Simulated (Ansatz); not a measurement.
Run on C (diamond type): DFT, PBEsol, PAW with Ansatz's default frozen-core files, scalar-relativistic (Ansatz 0.2.0). This run: bulk cell relaxed.

The start is a guessed cell of a prototype that needn't be stable.

Command: `ansatz run input.yaml --threads 2 --pin off --max-ram 4096MiB --backend cpu --events-out ev --progress --plain --runs-dir out` It took 1.9 s on 2 threads of Intel(R) Xeon(R) 6975P-C (Granite Rapids) (shared host), peak memory 0.34 GiB.

```yaml
crystal:
  lattice:
    - [0.0, 1.7863159877, 1.7863159877]
    - [1.7863159877, 0.0, 1.7863159877]
    - [1.7863159877, 1.7863159877, 0.0]
  atoms:
    - { symbol: C, position: [-0.125, -0.125, -0.125] }
    - { symbol: C, position: [0.125, 0.125, 0.125] }
kpoints:
  mp_grid: { grid: [16, 16, 16] }
scf:
  occupations: { method: fermi_dirac, width: 0.02 }
hamiltonian:
  xc: pbesol
  pseudopotentials: { kind: paw }
output:
  forces: true
  stress: true
relax:
  f_tol: 0.005
  max_steps: 40
  cell: {}
```

Output:

```
Engine: ansatz 0.2.0
Pseudopotentials: kind: paw
Pseudopotential: C, paw, valence charge 4, recommended cutoff 420 eV (normal), C.paw.azcp
Functional definition: PBEsol
  exchange = pbesol_x
  correlation = pbesol_c
Crystal: 2 atoms, lattice volume = 11.400 Å³
Basis set: ecut = 420 eV, 229 PW (Γ), exchange–correlation on 36×36×36 points (8 copies of the dense FFT grid, shifted against one another)
Bands: 8, of which v1, the nominal top of the filled ones, is band 4 counted from 1 (3 counted from 0)
Symmetry: 48 space group operations
Space group: Fd-3m (ITA 227), of the structure as read, at distance tolerance 2.3e-5 Å
k-points: 145 of 4096
Non-local potential: C, projectors of the file, l = 0: 2, l = 1: 2, l = 2: 1
PAW form: soft (Blöchl's): semilocal exchange-correlation on the pseudo side does not see the compensation charge
PAW frozen core: C, regenerated for the run's functional, and the local potential with it (the file was generated under x = pbe(κ = 0.804, μ = 0.2195149727645171), c = pbe(β = 0.06672455060314922))
PAW one-centre angular grid: C, 110 points (default); XC on 64 Gauss nodes
Initial density: superposition of atomic densities (neutral atoms: chi_scale 0, normalization atom), corrected by the library's trained network
Initial wavefunctions: pseudopotential atomic-orbital guess
Functional: x = pbesol(κ = 0.804, μ = 0.12345679012345678), c = pbesol(β = 0.046)
SCF iter   1: F=—  HF=-493.332693 eV  |F-HF|=—  |Δ(HF+E_count)|=         —  Δρ=5.15e-3  dr2=2.51e-3  ethr=1.77e-3  ⟨swp⟩=5.1  Hψ=7577  notcnv=0
preconditioner: auto → none  [insulator: Δε(μ)=3.974 eV  Ē_g=19.508 eV  σ=0.020 eV  W_gap=1.00  n_scr=0 (ndim 8)  ℏωp=31.1 eV  f_vac=0.000  D(μ)=0.00/eV (n_scr^D=0)  ε∞_Penn≈3.5]
SCF iter   2: F=—  HF=-493.332056 eV  |F-HF|=—  |Δ(HF+E_count)|=   6.37e-4  Δρ=2.07e-3  dr2=4.02e-4  ethr=3.13e-5  ⟨swp⟩=2.1  Hψ=2887  notcnv=0
SCF iter   3: F=—  HF=-493.331988 eV  |F-HF|=—  |Δ(HF+E_count)|=   6.86e-5  Δρ=2.00e-4  dr2=2.21e-6  ethr=5.03e-6  ⟨swp⟩=2.0  Hψ=1741  notcnv=0
SCF iter   4: F=—  HF=-493.331991 eV  |F-HF|=—  |Δ(HF+E_count)|=   3.13e-6  Δρ=3.02e-5  dr2=6.57e-8  ethr=2.76e-8  ⟨swp⟩=2.0  Hψ=1740  notcnv=0
iter 5 did not close the SCF: its close was put off for the readings that it lacked (scf_convergence_deferred on its scf_iter line)
SCF iter   5: F=-493.331991 eV  HF=-493.331991 eV  |F-HF|=1.53e-10  |Δ(HF+E_count)|=   2.49e-8  Δρ=3.81e-6  dr2=6.05e-10  ethr=8.22e-10  ⟨swp⟩=2.0  Hψ=1745  notcnv=0
SCF iter   6: F=-493.331991 eV  HF=-493.331991 eV  |F-HF|=2.27e-13  |Δ(HF+E_count)|=  8.83e-11  Δρ=3.95e-8  dr2=3.94e-14  ethr=7.56e-12  ⟨swp⟩=1.1  Hψ=3444  notcnv=0
SCF 1 converged in 6 iterations: F = -493.331991 eV  dr2 = 3.94e-14
  greatest PAW one-centre occupation: 0.641 electrons in one spin orbital (limit 2), on the C atom at site 1 (counted from 0), in its partial waves of l = 0
relax step   1: F+E_penalty+E_count = -493.33199065 eV  Δ(F+E_penalty+E_count) = +0.000e0 eV  max|allowed force component| = 3.701e-17 eV/Å  Δτ_max = 0.0000 Å  P = -6.928 GPa  Ω = 11.400 Å³  (6 SCF iters, dr2 threshold 1.00e-7 eV, accepted)
Crystal: 2 atoms, lattice volume = 11.291 Å³
Initial density: handed on by an earlier stage of this run
Initial wavefunctions: those handed on with the density
iter 1 solved again at ethr=7.70e-6 eV; its pass at ethr=3.10e-3 eV (dr2=6.16e-4 eV) is discarded
SCF iter   1: F=—  HF=-493.336208 eV  |F-HF|=—  |Δ(HF+E_count)|=         —  Δρ=2.51e-3  dr2=6.07e-4  ethr=7.70e-6  ⟨swp⟩=1.0  Hψ=8464  notcnv=0
preconditioner: auto → none  [insulator: Δε(μ)=4.034 eV  Ē_g=19.648 eV  σ=0.020 eV  W_gap=1.00  n_scr=0 (ndim 8)  ℏωp=31.3 eV  f_vac=0.000  D(μ)=0.00/eV (n_scr^D=0)  ε∞_Penn≈3.5]
SCF iter   2: F=—  HF=-493.336014 eV  |F-HF|=—  |Δ(HF+E_count)|=   1.94e-4  Δρ=1.00e-3  dr2=1.01e-4  ethr=7.58e-6  ⟨swp⟩=1.6  Hψ=1387  notcnv=0
SCF iter   3: F=—  HF=-493.335983 eV  |F-HF|=—  |Δ(HF+E_count)|=   3.12e-5  Δρ=6.94e-5  dr2=2.17e-7  ethr=1.26e-6  ⟨swp⟩=2.2  Hψ=1745  notcnv=0
iter 4 did not close the SCF: its close was put off for the readings that it lacked (scf_convergence_deferred on its scf_iter line)
SCF iter   4: F=-493.335983 eV  HF=-493.335983 eV  |F-HF|=1.63e-10  |Δ(HF+E_count)|=   2.53e-7  Δρ=3.63e-6  dr2=8.83e-10  ethr=2.71e-9  ⟨swp⟩=2.1  Hψ=1753  notcnv=0
iter 5 did not close the SCF: its close was put off for the readings that it lacked (scf_convergence_deferred on its scf_iter line)
SCF iter   5: F=-493.335983 eV  HF=-493.335983 eV  |F-HF|=2.61e-12  |Δ(HF+E_count)|=  1.43e-10  Δρ=3.42e-7  dr2=3.39e-12  ethr=1.10e-11  ⟨swp⟩=2.0  Hψ=1671  notcnv=0
SCF iter   6: F=-493.335983 eV  HF=-493.335983 eV  |F-HF|=1.71e-13  |Δ(HF+E_count)|=  3.07e-12  Δρ=1.05e-8  dr2=2.22e-15  ethr=1.00e-12  ⟨swp⟩=1.0  Hψ=2900  notcnv=0
SCF 2 converged in 6 iterations: F = -493.335983 eV  dr2 = 2.22e-15
  greatest PAW one-centre occupation: 0.642 electrons in one spin orbital (limit 2), on the C atom at site 1 (counted from 0), in its partial waves of l = 0
relax step   2: F+E_penalty+E_count = -493.33598326 eV  Δ(F+E_penalty+E_count) = -3.993e-3 eV  max|allowed force component| = 2.278e-16 eV/Å  Δτ_max = 0.0000 Å  P = -2.667 GPa  Ω = 11.291 Å³  energy of the carried Pulay correction = +7.109e-4 eV  (6 SCF iters, dr2 threshold 2.00e-7 eV, accepted)
Crystal: 2 atoms, lattice volume = 11.223 Å³
iter 1 solved again at ethr=3.01e-6 eV; its pass at ethr=3.10e-3 eV (dr2=2.41e-4 eV) is discarded
SCF iter   1: F=—  HF=-493.337066 eV  |F-HF|=—  |Δ(HF+E_count)|=         —  Δρ=1.58e-3  dr2=2.37e-4  ethr=3.01e-6  ⟨swp⟩=1.0  Hψ=8193  notcnv=0
preconditioner: auto → none  [insulator: Δε(μ)=4.043 eV  Ē_g=19.736 eV  σ=0.020 eV  W_gap=1.00  n_scr=0 (ndim 8)  ℏωp=31.4 eV  f_vac=0.000  D(μ)=0.00/eV (n_scr^D=0)  ε∞_Penn≈3.5]
SCF iter   2: F=—  HF=-493.336990 eV  |F-HF|=—  |Δ(HF+E_count)|=   7.54e-5  Δρ=6.27e-4  dr2=3.92e-5  ethr=2.96e-6  ⟨swp⟩=1.6  Hψ=1374  notcnv=0
SCF iter   3: F=—  HF=-493.336977 eV  |F-HF|=—  |Δ(HF+E_count)|=   1.33e-5  Δρ=4.36e-5  dr2=8.61e-8  ethr=4.90e-7  ⟨swp⟩=2.2  Hψ=1747  notcnv=0
iter 4 did not close the SCF: its close was put off for the readings that it lacked (scf_convergence_deferred on its scf_iter line)
SCF iter   4: F=-493.336977 eV  HF=-493.336977 eV  |F-HF|=9.79e-11  |Δ(HF+E_count)|=   9.92e-8  Δρ=2.46e-6  dr2=4.40e-10  ethr=1.08e-9  ⟨swp⟩=2.1  Hψ=1752  notcnv=0
iter 5 did not close the SCF: its close was put off for the readings that it lacked (scf_convergence_deferred on its scf_iter line)
[... lines left out ...]
iter 1 solved again at ethr=1.86e-8 eV; its pass at ethr=3.10e-3 eV (dr2=1.49e-6 eV) is discarded
SCF iter   1: F=—  HF=-493.335915 eV  |F-HF|=—  |Δ(HF+E_count)|=         —  Δρ=4.55e-8  dr2=5.71e-14  ethr=1.86e-8  ⟨swp⟩=3.4  Hψ=11115  notcnv=0
eigensolver tolerance schedule: the retry pair's looser diagonalisation over-reported the residual by 26108486.91 of it (diagonalisation noise at an unbounded share of the residual, at the tolerance the schedule requests for it); recorded, not acted on — ethr = c·dr2/N_el stays at c = 1.0e-1
iter 2 did not close the SCF: its close was put off for the readings that it lacked (scf_convergence_deferred on its scf_iter line)
SCF iter   2: F=-493.335916 eV  HF=-493.335916 eV  |F-HF|=1.14e-13  |Δ(HF+E_count)|=   5.03e-7  Δρ=2.24e-8  dr2=1.45e-14  ethr=1.00e-12  ⟨swp⟩=2.4  Hψ=1774  notcnv=0
iter 3 did not close the SCF: its close was put off for the readings that it lacked (scf_convergence_deferred on its scf_iter line)
SCF iter   3: F=-493.335916 eV  HF=-493.335916 eV  |F-HF|=1.71e-13  |Δ(HF+E_count)|=  1.14e-13  Δρ=1.50e-8  dr2=6.45e-15  ethr=1.00e-12  ⟨swp⟩=1.0  Hψ=1160  notcnv=0
iter 4 did not close the SCF: its close was put off for the readings that it lacked (scf_convergence_deferred on its scf_iter line)
SCF iter   4: F=-493.335916 eV  HF=-493.335916 eV  |F-HF|=2.27e-13  |Δ(HF+E_count)|=  1.14e-13  Δρ=7.90e-9  dr2=1.72e-15  ethr=1.00e-12  ⟨swp⟩=1.0  Hψ=1160  notcnv=0
iter 5 did not close the SCF: its close was put off for the readings that it lacked (scf_convergence_deferred on its scf_iter line)
SCF iter   5: F=-493.335916 eV  HF=-493.335916 eV  |F-HF|=5.68e-14  |Δ(HF+E_count)|=  1.71e-13  Δρ=6.86e-9  dr2=1.31e-15  ethr=1.00e-12  ⟨swp⟩=1.0  Hψ=1160  notcnv=0
SCF iter   6: F=-493.335916 eV  HF=-493.335916 eV  |F-HF|=3.41e-13  |Δ(HF+E_count)|=  5.68e-14  Δρ=2.89e-9  dr2=2.28e-16  ethr=1.00e-12  ⟨swp⟩=1.8  Hψ=3193  notcnv=0
SCF 7 converged in 6 iterations: F = -493.335916 eV  dr2 = 2.28e-16
relax step   7: F+E_penalty+E_count = -493.33591559 eV  Δ(F+E_penalty+E_count) = -3.411e-13 eV  max|allowed force component| = 1.816e-16 eV/Å  Δτ_max = 0.0000 Å  P = -0.003 GPa  Ω = 11.221 Å³  stress off target by 2.51e-3 GPa  SCF on the basis re-selected at this cell (its energy is not comparable with the rows above)  (6 SCF iters)
basis re-selected at this cell: Δ(F+E_penalty+E_count) = -3.411e-13 eV, ΔP = -0.001 GPa vs the last step (what re-selecting the basis moved, of the pressure what is left beyond the Pulay correction that the steps carried, after the strain that the cell walked since its last selection, with what the two solves' SCF thresholds leave and, on support functions, any second-order correction that the steps lacked; it is no measure of the basis error at this ecutwfc). This SCF's stress stands 2.51e-3 GPa from its target on what of the cell is left free (relax.cell.stress_tol is 5.00e-2 GPa) and its largest allowed force component is 1.82e-16 eV/Å (relax.f_tol is 5.00e-3 eV/Å): within both
SCF converged after 6 iterations
Free energy (F): -493.335916 eV
Harris-Foulkes:  -493.335916 eV  (|F-HF|=3.41e-13)
Internal energy: -493.335916 eV  (E = F + TS)
E sigma→0 (E₀):  -493.335916 eV
Fermi energy:    15.497190 eV
--- Per-component energies (eV) ---
  E_band       = 35.319441
  E_kinetic    = 184.675160
  E_local      = -120.849621  (includes V_loc(G=0)·N_el)
  E_nonlocal   = 53.509769
  E_hartree    = 26.158044
  E_xc         = -96.918896
  E_vxc        = -120.694351  (∫ρ·V_xc dr)
  E_paw        = -190.725363  (= ΣΔE_a)
  E_vpaw       = -13.637621  (= ΣTr[D̂ρ^β])
  E_aug_tail   = 0.000017  (compensation charges beyond the density's cutoff)
  E_ewald      = -349.227227
  E_core_change = 0.042201  (= ΣΔE_core)
  E_smearing   = -0.000000  (= −TS)
  E_closure    = -0.000000  (closes the sum)
  Σ components = -493.335916   (vs F -493.335916, Δ=0.00e0)
--- Forces (eV/Å), atoms counted from 1 ---
  atom   1  C      0.00000000    -0.00000000    -0.00000000
  atom   2  C      0.00000000     0.00000000     0.00000000
  max |Σ_I F_I| component: 9.25e-17 eV/Å
--- Stress (GPa, compression-positive) ---
       -0.002506      -0.000000       0.000000
        0.000000      -0.002506      -0.000000
        0.000000      -0.000000      -0.002506
  P = ⅓ Tr σ = -0.0025 GPa (-0.025 kbar)
--- Relaxed structure (5 steps of the walk, 5 accepted, 2 SCFs on fresh bases) ---
  F+E_penalty+E_count = -493.33591559 eV   max|allowed force component| = 1.816e-16 eV/Å   (the final SCF, on the basis selected at the relaxed cell)
  cell:  # Å, volume = 11.2208 Å³
    - [2.301874429412118e-34, 1.776905719120407, 1.776905719120407]
    - [1.776905719120407, 7.692814482276852e-35, 1.776905719120407]
    - [1.776905719120407, 1.776905719120407, 1.313650602230894e-35]
  atoms:
    - { symbol: C, position: [-0.125, -0.125, -0.125] }
    - { symbol: C, position: [0.125, 0.125, 0.125] }
```

Next run, as changes to the input before:

```diff
   lattice:
-    - [0.0, 1.7863159877, 1.7863159877]
-    - [1.7863159877, 0.0, 1.7863159877]
-    - [1.7863159877, 1.7863159877, 0.0]
+    - [2.512924167, 0.0, 0.0]
+    - [0.0, 2.512924167, 0.0]
+    - [0.0, 0.0, 20.4423]
   atoms:
-    - { symbol: C, position: [-0.125, -0.125, -0.125] }
-    - { symbol: C, position: [0.125, 0.125, 0.125] }
+    - { symbol: C, position: [0.75, 0.0, 0.3913462698] }
+    - { symbol: C, position: [0.25, 0.0, 0.4348077619] }
+    - { symbol: C, position: [0.25, 0.5, 0.478269254] }
+    - { symbol: C, position: [0.75, 0.5, 0.521730746] }
+    - { symbol: C, position: [0.75, 0.0, 0.5651922381] }
+    - { symbol: C, position: [0.25, 0.0, 0.6086537302] }
 kpoints:
-  mp_grid: { grid: [16, 16, 16] }
+  mp_grid: { grid: [12, 12, 1] }
 scf:
   stress: true
-relax:
-  f_tol: 0.005
-  max_steps: 40
-  cell: {}
+  eigenvalues: true
+  populations: true
+efield:
+  axis: 3
+  amplitude: 0
+  dipole_correction: true
```

Results part of the output:

```
SCF 1 converged in 7 iterations: F = -1472.763452 eV  dr2 = 8.82e-8
  greatest PAW one-centre occupation: 0.657 electrons in one spin orbital (limit 2), on the C atom at site 0 (counted from 0), in its partial waves of l = 0
SCF converged after 7 iterations
Free energy (F): -1472.763452 eV
Harris-Foulkes:  -1472.763451 eV  (|F-HF|=1.44e-7)
Internal energy: -1472.760798 eV  (E = F + TS)
E sigma→0 (E₀):  -1472.762125 eV
Entropy (-TS):   -0.002654 eV (-0.442 meV/atom)
Fermi energy:    -2.041801 eV
Dipole field:    D = 0.000004 V/Å  (p = 0.000003 e·Å, saw-weighted, corrected)
Work function:   Φ+ = 7.5003 eV   Φ− = 7.5004 eV
Levels:          The Fermi level and band energies are counted from a zero that moves with the ramp; work functions are not
--- Per-component energies (eV) ---
  E_band       = -237.757005
  E_kinetic    = 528.315682
  E_local      = -15534.906723  (includes V_loc(G=0)·N_el)
  E_nonlocal   = 160.662126
  E_hartree    = 7498.317848
  E_xc         = -282.099067
  E_vxc        = -350.589548  (∫ρ·V_xc dr)
  E_paw        = -569.805242  (= ΣΔE_a)
  E_vpaw       = -37.872136  (= ΣTr[D̂ρ^β])
  E_aug_tail   = 0.000046  (compensation charges beyond the density's cutoff)
  E_efield     = 0.000000  (sawtooth field / dipole correction)
  E_vefield    = 0.000000  (∫n·V_field dr)
  E_ewald      = 6726.627931
  E_core_change = 0.126603  (= ΣΔE_core)
  E_smearing   = -0.002654  (= −TS)
  E_closure    = 0.000000  (closes the sum)
  Σ components = -1472.763452   (vs F -1472.763452, Δ=0.00e0)
--- Forces (eV/Å), atoms counted from 1 ---
  atom   1  C      0.00000000     0.00000000     2.31445143
  atom   2  C      0.00000000     0.00000000    -2.45314921
  atom   3  C      0.00000000     0.00000000     0.46410828
  atom   4  C      0.00000000     0.00000000    -0.46410802
  atom   5  C      0.00000000     0.00000000     2.45314512
  atom   6  C      0.00000000     0.00000000    -2.31444982
  max |Σ_I F_I| component: 2.23e-6 eV/Å
--- Stress (GPa, compression-positive) ---
       -2.247512       0.000000       0.000000
        0.000000      -9.962792       0.000000
        0.000000       0.000000      -5.155398
  P = ⅓ Tr σ = -5.7886 GPa (-57.886 kbar)
--- Band table (eV; the first three rows and the last of 49) ---
  k-point 0: bands = ["-22.6602", "-19.8989", "-16.0234", "-11.4486", "-7.5216", "-7.4594", "-6.7802", "-5.1925", "-4.8355", "-2.9454", "-2.8155", "-1.7130", "0.9749", "2.8320", "2.8582", "2.8939", "4.5495", "5.1577"]
  k-point 1: bands = ["-22.5326", "-19.7786", "-15.9401", "-11.3823", "-8.2910", "-7.4224", "-6.5747", "-5.5922", "-5.1285", "-2.8384", "-2.7530", "-2.0436", "0.8546", "2.2314", "3.2944", "3.6192", "4.8886", "5.3173"]
  k-point 2: bands = ["-22.1511", "-19.4209", "-15.7209", "-11.2298", "-9.8826", "-7.1318", "-7.1158", "-6.4743", "-4.9480", "-2.9204", "-2.8277", "-2.4603", "0.5887", "1.0059", "3.9687", "5.1112", "5.7192", "5.8006"]
  k-point 48: bands = ["-14.3988", "-14.3988", "-14.0673", "-14.0673", "-12.3227", "-12.3227", "-9.4491", "-9.4491", "-8.6312", "-8.6312", "-3.5435", "-3.5435", "-2.1675", "-2.1675", "5.4376", "5.4376", "5.6387", "5.6387"]
--- Löwdin populations: 6 sites ---
  site symbol       q [e]
     0      C      3.9903
     1      C      3.9722
     2      C      3.9616
     3      C      3.9616
     4      C      3.9722
     5      C      3.9902
  spilling = 0.006329 (of n_electrons = 24.000000)
```

Next run (atoms relaxed), as changes to the input before:

```diff
   eigenvalues: true
-  populations: true
+relax:
+  f_tol: 0.01
+  max_steps: 40
 efield:
```

Results part of the output:

```
Warning: output.stress: scf.convergence.dr2_threshold = 1e-7 eV (the SCF's general default) is looser than the 6e-10 eV advised for a printed stress (1e-10 eV for each atom of the cell: 6). What an SCF threshold leaves in a stress goes as its square root, and in the free energy as the threshold itself, and one threshold admits the most on a small cell: of the crystals measured, under no hybrid fun
SCF converged after 4 iterations
Free energy (F): -1473.041101 eV
Harris-Foulkes:  -1473.041101 eV  (|F-HF|=9.64e-10)
Internal energy: -1473.038192 eV  (E = F + TS)
E sigma→0 (E₀):  -1473.039646 eV
Entropy (-TS):   -0.002908 eV (-0.485 meV/atom)
Fermi energy:    -1.764535 eV
Dipole field:    D = 0.000000 V/Å  (p = 0.000000 e·Å, saw-weighted, corrected)
Work function:   Φ+ = 7.2075 eV   Φ− = 7.2075 eV
Levels:          The Fermi level and band energies are counted from a zero that moves with the ramp; work functions are not
--- Per-component energies (eV) ---
  E_band       = -242.714511
  E_kinetic    = 533.727146
  E_local      = -15733.377231  (includes V_loc(G=0)·N_el)
  E_nonlocal   = 161.628011
  E_hartree    = 7593.109625
  E_xc         = -283.437825
  E_vxc        = -352.328931  (∫ρ·V_xc dr)
  E_paw        = -570.394777  (= ΣΔE_a)
  E_vpaw       = -38.600387  (= ΣTr[D̂ρ^β])
  E_aug_tail   = 0.000045  (compensation charges beyond the density's cutoff)
  E_efield     = 0.000000  (sawtooth field / dipole correction)
  E_vefield    = 0.000000  (∫n·V_field dr)
  E_ewald      = 6825.580211
  E_core_change = 0.126603  (= ΣΔE_core)
  E_smearing   = -0.002908  (= −TS)
  E_closure    = 0.000000  (closes the sum)
  Σ components = -1473.041101   (vs F -1473.041101, Δ=0.00e0)
--- Forces (eV/Å), atoms counted from 1 ---
  atom   1  C      0.00000000     0.00000000    -0.00062644
  atom   2  C      0.00000000     0.00000000    -0.00020026
  atom   3  C      0.00000000     0.00000000     0.00027129
  atom   4  C      0.00000000     0.00000000    -0.00027179
  atom   5  C      0.00000000     0.00000000     0.00020073
  atom   6  C      0.00000000     0.00000000     0.00062636
  max |Σ_I F_I| component: 1.07e-7 eV/Å
--- Stress (GPa, compression-positive) ---
       -0.904937       0.000000       0.000000
        0.000000      -8.179680       0.000000
        0.000000       0.000000       0.005956
  P = ⅓ Tr σ = -3.0262 GPa (-30.262 kbar)
--- Band table (eV; the first three rows and the last of 49) ---
  k-point 0: bands = ["-22.8282", "-20.2579", "-16.2834", "-11.3322", "-8.0599", "-7.3633", "-6.7068", "-6.2989", "-4.8545", "-3.7985", "-2.5556", "-1.3695", "0.5955", "2.6958", "2.8840", "3.1896", "4.2027", "5.1565"]
  k-point 1: bands = ["-22.7005", "-20.1384", "-16.2054", "-11.2690", "-8.2210", "-7.9658", "-6.4869", "-6.2425", "-5.6356", "-3.8212", "-2.3111", "-1.7947", "0.6377", "2.3856", "3.1852", "3.5574", "4.6621", "5.3248"]
  k-point 2: bands = ["-22.3187", "-19.7837", "-16.0039", "-11.1346", "-9.8146", "-7.6904", "-7.1717", "-6.4406", "-6.0843", "-3.9010", "-2.6557", "-1.9452", "0.6351", "1.1558", "3.7196", "4.8507", "5.5703", "5.8423"]
  k-point 48: bands = ["-14.4590", "-14.4590", "-14.3757", "-14.3757", "-13.0454", "-13.0454", "-9.5495", "-9.5495", "-8.8214", "-8.8214", "-3.6968", "-3.6968", "-1.9563", "-1.9563", "5.4180", "5.4180", "5.5817", "5.5817"]
--- Relaxed structure (6 steps of the walk, 6 accepted, 0 SCFs on fresh bases) ---
  F+E_penalty+E_count = -1473.04110061 eV   max|allowed force component| = 6.264e-4 eV/Å
  atoms:
    - { symbol: C, position: [0.7499999999999999, 0.0, 0.39523456907099036] }
    - { symbol: C, position: [0.24999999999999994, 0.0, 0.4331214892944259] }
    - { symbol: C, position: [0.24999999999999994, 0.4999999999999999, 0.4790201954404806] }
    - { symbol: C, position: [0.7499999999999999, 0.4999999999999999, 0.5209798052114565] }
    - { symbol: C, position: [0.7499999999999999, 0.0, 0.5668785102618172] }
    - { symbol: C, position: [0.24999999999999994, 0.0, 0.6047654307208287] }
```

The PAW files were made under PBE.
